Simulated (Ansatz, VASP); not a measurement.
This is a calculation of AlPt for VASP 6.6.1.

The input INCAR:

```
SYSTEM = AlPt
PREC = Accurate
ENCUT = 520
EDIFF = 1E-7
ISMEAR = -1
SIGMA = 0.05
LREAL = .False.
LASPH = .True.
NELM = 100
ALGO = Normal
ISIF = 2
LWAVE = .False.
LCHARG = .False.
GGA = PS
NBANDS = 14
```

KPOINTS

```
Automatic mesh
0
Gamma
  9 9 9
  0 0 0
```

File POSCAR:

```
AlPt
1.0
    3.1322289022      0.0000000000      0.0000000000
    0.0000000000      3.1322289022      0.0000000000
    0.0000000000      0.0000000000      3.1322289022
Pt Al
1 1
Direct
    0.5000000000      0.5000000000      0.5000000000
    0.0000000000      0.0000000000      0.0000000000
```

Potentials or basis: VASP PAW PBE potentials, release 64 (Pt, Al).

Launch:

```sh
$ cat potpaw_PBE.64/Pt/POTCAR potpaw_PBE.64/Al/POTCAR > POTCAR
$ mpirun -np 1 vasp_std > vasp.out
```

Q: Set up the same calculation for Ansatz 0.2.0. Potentials there: Ansatz PAW.

A: As run (the cutoff follows the program's own potentials):

Contents of input.yaml:

```yaml
crystal:
  lattice:
    - [3.1322289022, 0.0, 0.0]
    - [0.0, 3.1322289022, 0.0]
    - [0.0, 0.0, 3.1322289022]
  atoms:
    - { symbol: Pt, position: [0.5, 0.5, 0.5] }
    - { symbol: Al, position: [0.0, 0.0, 0.0] }
hamiltonian:
  xc: pbesol
  pseudopotentials: { kind: paw }
kpoints:
  mp_grid: { grid: [9, 9, 9] }
scf:
  occupations: { method: fermi_dirac, width: 0.05 }
output:
  forces: true
  stress: true
  eigenvalues: true
```

Potentials or basis: Ansatz PAW.

The run is started by

```console
$ ansatz run input.yaml --threads 1 --pin off --max-ram 3584MiB --backend cpu --events-out ev --progress --plain --runs-dir out
```

Both were run:

|  | VASP | Ansatz | Ansatz less VASP |
| --- | --- | --- | --- |
| gap on the k mesh at the Fermi level (eV) | none | none | - |
| pressure (GPa) | -12.1 | -12.0 | +0.10 |

A gap of «none» marks a metal or a gap that the smearing closes. With one functional, cell and mesh, what is left measures potentials, basis and numerics. The two sets of potentials don't hold the same shells in valence.

Caveats: the PAW data sets were made with another functional, which shifts forces and pressure a little (VASP); the PAW data sets come from PBE, with cores solved anew for the run's functional, which leaves a small shift of forces and pressure (Ansatz). The runs have no spin-orbit coupling, so splittings on Pt are missing.
